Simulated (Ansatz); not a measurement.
Input and command of a plane-wave DFT calculation in Ansatz:

```yaml
crystal:
  lattice:
    - [4.6253869068, 0.0, 0.0]
    - [0.0, 4.6253869068, 0.0]
    - [0.0, 0.0, 3.2702189686]
  atoms:
    - { symbol: Sn, position: [0.5, 0.5, 0.5] }
    - { symbol: Sn, position: [0.0, 0.0, 0.0] }
    - { symbol: O, position: [0.1934571686, 0.8065428314, 0.5] }
    - { symbol: O, position: [0.8065428314, 0.1934571686, 0.5] }
    - { symbol: O, position: [0.3065428314, 0.3065428314, 0.0] }
    - { symbol: O, position: [0.6934571686, 0.6934571686, 0.0] }
basis:
  ecutwfc: 420
kpoints:
  mp_grid: { grid: [6, 6, 8] }
hamiltonian:
  xc: pbesol
scf:
  occupations: { method: gaussian, width: 0.02 }
output:
  forces: true
  stress: true
  eigenvalues: true
relax:
  adjacent_minimum: "off"
  f_tol: 0.008
  max_steps: 40
  cell: { stress_tol: 0.015, fix: [a, b, gamma] }
```

```bash
ansatz run input.yaml --threads 1 --pin off --max-ram 2560MiB --backend cpu --events-out ev --progress --plain --runs-dir out
```

Processor: Intel(R) Xeon(R) Platinum 8488C (Sapphire Rapids), 1 thread, on a host shared with other jobs.

Question: Estimate time, memory and problem size.

Answer: About 27 s on 1 thread of Intel(R) Xeon(R) Platinum 8488C (Sapphire Rapids), on a shared host, peak memory 0.46 GiB. It solves 32 bands at 50 k points (the mesh reduced by the symmetry that the task leaves, which can be less than the crystal's) with about 1387 plane waves (on the last cell), in 47 SCF iterations over 7 ionic steps.
